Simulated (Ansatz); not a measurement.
# W: a slab and its surfaces, (110), 5 layers, part 2 of 3

What do the surfaces of W (110), 5 layers cost, and how tightly do they hold an electron? Methods of the runs shown: PAW. Its runs: bulk cell relaxed (PAW); bulk in the slab's orientation (PAW); the reference run (PAW); atoms relaxed (PAW); no images along the normal (PAW); field of 0.5 V/Å along the normal (PAW); core holes in 4f of W (PAW).

Ansatz 0.2.0; DFT PBEsol; a cell built from a prototype (bcc type), not taken from measurement. The steps go on from the part before.

## 5. Slab as cut, PAW

Input file input.yaml:

```yaml
crystal:
  lattice:
    - [2.7313605553, 0.0, 0.0]
    - [-0.9104535184, 2.5751514274, 0.0]
    - [0.0, 0.0, 24.9206]
  atoms:
    - { symbol: W, position: [0.0, 0.0, 0.3210198348] }
    - { symbol: W, position: [0.5, 0.5, 0.4105099171] }
    - { symbol: W, position: [0.0, 0.0, 0.5] }
    - { symbol: W, position: [0.5, 0.5, 0.5894900829] }
    - { symbol: W, position: [0.0, 0.0, 0.6789801652] }
kpoints:
  mp_grid: { grid: [14, 14, 1] }
scf:
  occupations: { method: fermi_dirac, width: 0.1 }
hamiltonian:
  xc: pbesol
  pseudopotentials: { kind: paw }
output:
  forces: true
  stress: true
  eigenvalues: true
  populations: true
efield:
  axis: 3
  amplitude: 0
  dipole_correction: true
```

Command:

```bash
$ ansatz run input.yaml --threads 2 --pin off --max-ram 4096MiB --backend cpu --events-out ev --progress --plain --runs-dir out
```

Log:

```text
Engine: ansatz 0.2.0
Pseudopotentials: kind: paw
Pseudopotential: W, paw, valence charge 14, recommended cutoff 420 eV (normal)
Functional definition: PBEsol
  exchange = pbesol_x
  correlation = pbesol_c
Crystal: 5 atoms, lattice volume = 175.283 Å³
Basis set: ecut = 420 eV, 3465 PW (Γ), exchange–correlation on 40×40×360 points (8 copies of the dense FFT grid, shifted against one another)
Bands: 42, of which v1, the nominal top of the filled ones, is band 35 counted from 1 (34 counted from 0)
Symmetry: 4 space group operations
k-points: 57 of 196
Non-local potential: W, projectors of the file, l = 0: 3, l = 1: 2, l = 2: 2, l = 3: 1
PAW form: soft (Blöchl's): semilocal exchange-correlation on the pseudo side does not see the compensation charge
PAW frozen core: W, regenerated for the run's functional, and the local potential with it (the file was generated under x = pbe(κ = 0.804, μ = 0.2195149727645171), c = pbe(β = 0.06672455060314922))
PAW one-centre angular grid: W, 590 points (default); XC on 64 Gauss nodes
Initial density: superposition of atomic densities (neutral atoms: chi_scale 0, normalization atom), corrected by the library's trained network
Initial wavefunctions: pseudopotential atomic-orbital guess
Functional: x = pbesol(κ = 0.804, μ = 0.12345679012345678), c = pbesol(β = 0.046)
SCF iter   1: F=—  HF=-51279.719926 eV  |F-HF|=—  |Δ(HF+E_count)|=         —  Δρ=7.14e-3  dr2=1.19e0  ethr=1.77e-3  p=-0.000 e·Å  D=-1.33e-14 V/Å  ΔV_dip=0.00 eV  dr2_dipole=6.48e-8  V_vac-E_F(+/−)=5.14/5.14 eV  ⟨swp⟩=7.7  Hψ=24638  notcnv=0  defer=34
efield: sawtooth ramp at fractional position 0.9500 (placed from the atoms, in the widest stretch of the axis that holds none; the zero of the levels goes with the place), width 0.1000; the density the first Hamiltonian is built on has a dipole p = -0.000 e·Å; the dipole correction subtracts the counter field D = -1.33e-14 V/Å, which shifts the + side's vacuum level by +0.00 eV against the − side's; the planar-averaged density in the ramp window peaks in size at 4.5e-5 e/Å³
automatic band count: the SCF goes on with 49 bands, as 42 were too few: the levels above may hold too much charge
preconditioner: auto → LDOS  [metal: Δε(μ)=0.015 eV  Ē_g=6.038 eV  σ=0.100 eV  W_gap=0.04  n_scr=18 (ndim 8)  ℏωp=15.4 eV  f_vac=0.484  D(μ)=3.74/eV (n_scr^D=14)  β→1.0]
SCF iter   2: F=—  HF=-51279.682564 eV  |F-HF|=—  |Δ(HF+E_count)|=   3.74e-2  Δρ=2.05e-3  dr2=2.42e-2  ethr=1.70e-3  p=0.000 e·Å  D=2.24e-6 V/Å  ΔV_dip=-0.00 eV  dr2_dipole=2.99e-7  V_vac-E_F(+/−)=4.98/4.98 eV  ⟨swp⟩=1.3  Hψ=3279  notcnv=0  defer=50
SCF iter   3: F=—  HF=-51279.679801 eV  |F-HF|=—  |Δ(HF+E_count)|=   2.76e-3  Δρ=5.32e-4  dr2=1.79e-3  ethr=3.46e-5  p=0.000 e·Å  D=9.53e-7 V/Å  ΔV_dip=-0.00 eV  dr2_dipole=1.29e-8  V_vac-E_F(+/−)=4.99/4.99 eV  ⟨swp⟩=2.1  Hψ=3572  notcnv=0  defer=70
SCF iter   4: F=—  HF=-51279.679613 eV  |F-HF|=—  |Δ(HF+E_count)|=   1.88e-4  Δρ=9.87e-5  dr2=2.98e-5  ethr=2.56e-6  p=0.000 e·Å  D=7.47e-7 V/Å  ΔV_dip=-0.00 eV  dr2_dipole=3.80e-10  V_vac-E_F(+/−)=4.99/4.99 eV  ⟨swp⟩=2.2  Hψ=3630  notcnv=0  defer=70
SCF iter   5: F=—  HF=-51279.679685 eV  |F-HF|=—  |Δ(HF+E_count)|=   7.12e-5  Δρ=4.00e-5  dr2=1.03e-5  ethr=4.26e-8  p=-0.000 e·Å  D=-2.63e-8 V/Å  ΔV_dip=0.00 eV  dr2_dipole=1.86e-11  V_vac-E_F(+/−)=4.98/4.98 eV  ⟨swp⟩=3.1  Hψ=4722  notcnv=0  defer=67
SCF iter   6: F=—  HF=-51279.679685 eV  |F-HF|=—  |Δ(HF+E_count)|=   1.28e-7  Δρ=1.19e-5  dr2=9.41e-7  ethr=1.48e-8  p=-0.000 e·Å  D=-8.47e-8 V/Å  ΔV_dip=0.00 eV  dr2_dipole=7.74e-15  V_vac-E_F(+/−)=4.98/4.98 eV  ⟨swp⟩=2.0  Hψ=3640  notcnv=0  defer=64
SCF iter   7: F=-51279.679685 eV  HF=-51279.679685 eV  |F-HF|=7.28e-11  |Δ(HF+E_count)|=   1.19e-7  Δρ=3.15e-6  dr2=8.14e-8  ethr=1.43e-10  p=-0.000 e·Å  D=-8.87e-8 V/Å  ΔV_dip=0.00 eV  dr2_dipole=1.80e-13  V_vac-E_F(+/−)=4.98/4.98 eV  ⟨swp⟩=14.1  Hψ=14440  notcnv=0
SCF 1 converged in 7 iterations: F = -51279.679685 eV  dr2 = 8.14e-8
SCF converged after 7 iterations
Free energy (F): -51279.679685 eV
Harris-Foulkes:  -51279.679685 eV  (|F-HF|=7.28e-11)
Internal energy: -51279.561762 eV  (E = F + TS)
E sigma→0 (E₀):  -51279.620723 eV
Entropy (-TS):   -0.117923 eV (-23.585 meV/atom)
Fermi energy:    7.507812 eV
Dipole field:    D = -0.000001 V/Å  (p = -0.000001 e·Å, saw-weighted, corrected)
Work function:   Φ+ = 4.9814 eV   Φ− = 4.9813 eV
Levels:          The Fermi level and band energies are counted from a zero that moves with the ramp; work functions are not
--- Per-component energies (eV) ---
  E_band       = -1456.531273
  E_kinetic    = 2243.395396
  E_local      = -84447.261466  (includes V_loc(G=0)·N_el)
  E_nonlocal   = 18.030406
  E_hartree    = 41275.887690
  E_xc         = -1321.250593
  E_vxc        = -1186.884895  (∫ρ·V_xc dr)
  E_paw        = -42180.323463  (= ΣΔE_a)
  E_vpaw       = -635.507643  (= ΣTr[D̂ρ^β])
  E_aug_tail   = -0.000303  (compensation charges beyond the density's cutoff)
  E_efield     = 0.000000  (sawtooth field / dipole correction)
  E_vefield    = 0.000000  (∫n·V_field dr)
  E_ewald      = 33130.851610
  E_core_change = 1.108961  (= ΣΔE_core)
  E_smearing   = -0.117923  (= −TS)
  E_closure    = 0.000000  (closes the sum)
  Σ components = -51279.679685   (vs F -51279.679685, Δ=0.00e0)
--- Forces (eV/Å), atoms counted from 1 ---
  atom   1  W      0.00000000     0.00000000     0.66270752
  atom   2  W      0.00000000     0.00000000    -0.66078720
  atom   3  W      0.00000000    -0.00000000    -0.00000162
  atom   4  W      0.00000000     0.00000000     0.66079009
  atom   5  W      0.00000000    -0.00000000    -0.66270883
  max |Σ_I F_I| component: 3.96e-8 eV/Å
--- Stress (GPa, compression-positive) ---
       -4.843006      -0.460264       0.000000
       -0.460264      -5.168462      -0.000000
        0.000000       0.000000      -2.710022
  P = ⅓ Tr σ = -4.2405 GPa (-42.405 kbar)
--- Band table (eV; the first three rows and the last of 57) ---
  k-point 0: bands = ["-66.6271", "-66.6001", "-66.5109", "-66.4142", "-66.4133", "-31.4396", "-31.1933", "-30.8453", "-30.6080", "-30.5233", "-30.5045", "-30.3067", "-30.2768", "-30.2596", "-30.2594", "-30.2051", "-30.1362", "-30.1249", "-29.9766", "-29.9766", "-1.8604", "-0.7626", "0.5476", "1.2541", "1.3071", "3.9611", "4.4516", "5.1526", "5.7457", "5.7485", "6.0103", "6.0754", "6.1856", "6.2040", "6.5863", "7.3142", "7.7183", "8.0877", "9.1005", "9.2604", "9.4030", "9.4627", "9.7179", "9.7740", "9.8321", "9.8616", "10.1584", "10.5030", "10.6313"]
  k-point 1: bands = ["-66.6223", "-66.5962", "-66.5083", "-66.4111", "-66.4103", "-31.4221", "-31.1880", "-30.8619", "-30.6255", "-30.5517", "-30.5070", "-30.3108", "-30.3021", "-30.2846", "-30.2829", "-30.2301", "-30.1520", "-30.1487", "-30.0015", "-30.0014", "-1.6777", "-0.5909", "0.7218", "1.4392", "1.4962", "4.0042", "4.4799", "5.1697", "5.5795", "5.7560", "5.8272", "6.0239", "6.0454", "6.3153", "6.7480", "7.0959", "7.7523", "7.9064", "8.9469", "9.0825", "9.3994", "9.4456", "9.6296", "9.7586", "9.8699", "9.9862", "10.2698", "10.5762", "10.7704"]
  k-point 2: bands = ["-66.6088", "-66.5854", "-66.5009", "-66.4024", "-66.4018", "-31.3724", "-31.1778", "-30.9186", "-30.6942", "-30.6315", "-30.5247", "-30.3827", "-30.3812", "-30.3306", "-30.3267", "-30.2637", "-30.2338", "-30.2000", "-30.0408", "-30.0399", "-1.1594", "-0.1198", "1.1798", "1.9440", "2.0018", "4.1006", "4.5219", "5.1671", "5.2507", "5.3852", "5.6921", "5.8004", "5.8370", "6.4910", "6.8540", "6.9371", "7.3386", "8.3488", "8.7971", "8.8939", "9.2350", "9.3176", "9.6088", "9.7370", "10.0402", "10.2379", "10.4384", "10.6680", "10.9141"]
  k-point 56: bands = ["-66.4904", "-66.4730", "-66.3960", "-66.2959", "-66.2956", "-31.5307", "-31.4296", "-31.2497", "-31.1048", "-31.0648", "-31.0612", "-31.0570", "-30.9844", "-30.8896", "-30.7653", "-30.6431", "-30.5890", "-30.5721", "-30.4246", "-30.2559", "1.4206", "1.7570", "1.8254", "2.1211", "2.7179", "2.7722", "3.0055", "4.1883", "4.2325", "5.4205", "5.9672", "7.2137", "7.9153", "8.0953", "8.3931", "9.1474", "9.3803", "9.4039", "9.4468", "11.4994", "11.5903", "12.4347", "12.7547", "13.0009", "13.3711", "13.6532", "13.7231", "14.2405", "15.3010"]
--- Löwdin populations: 5 sites ---
  site symbol       q [e]
     0      W     13.9033
     1      W     13.8284
     2      W     13.8755
     3      W     13.8284
     4      W     13.9033
  spilling = 0.009445 (of n_electrons = 70.000000)
```

Wall time 26 s (2 threads of Arm Neoverse V2, shared host); peak memory 0.6 GiB.

Read from it: no gap; largest force 0.663 eV/Å; work function 4.98 eV.

## 6. Atoms relaxed, PAW

Changes to input.yaml since step 5:

```diff
@@ -22,3 +22,5 @@
   eigenvalues: true
-  populations: true
+relax:
+  f_tol: 0.01
+  max_steps: 40
 efield:
```

Command:

```bash
$ ansatz run input.yaml --threads 2 --pin off --max-ram 4096MiB --backend cpu --events-out ev --progress --plain --runs-dir out
```

Log (excerpt; [...] marks lines left out):

```text
Warning: output.stress: scf.convergence.dr2_threshold = 1e-7 eV (the SCF's general default) is looser than the 5e-10 eV advised for a printed stress (1e-10 eV for each atom of the cell: 5). What an SCF threshold leaves in a stress goes as its square root, and in the free energy as the [...]
Pseudopotentials: kind: paw
Pseudopotential: W, paw, valence charge 14, recommended cutoff 420 eV (normal)
Functional definition: PBEsol
[...]
Crystal: 5 atoms, lattice volume = 175.283 Å³
[...]
relax step   2: F+E_penalty+E_count = -51279.53834508 eV  Δ(F+E_penalty+E_count) = +1.413e-1 eV  max|allowed force component| = 1.567e0 eV/Å  Δτ_max = 0.1941 Å  (6 SCF iters, dr2 threshold 2.74e-5 eV, rejected (line search))
[...]
relax step   3: F+E_penalty+E_count = -51279.72894295 eV  Δ(F+E_penalty+E_count) = -4.926e-2 eV  max|allowed force component| = 2.350e-1 eV/Å  Δτ_max = 0.0945 Å  (10 SCF iters, accepted)
[...]
SCF iter   5: F=-51279.734168 eV  HF=-51279.734168 eV  |F-HF|=1.36e-7  |Δ(HF+E_count)|=   3.13e-6  Δρ=1.91e-5  dr2=8.54e-7  ethr=4.93e-9  p=-0.000 e·Å  D=-5.19e-10 V/Å  ΔV_dip=0.00 eV  dr2_dipole=5.28e-16  V_vac-E_F(+/−)=4.87/4.87 eV  ⟨swp⟩=13.5  Hψ=14416  notcnv=0
[...]
```

(Part 2 of 3 ends here.)
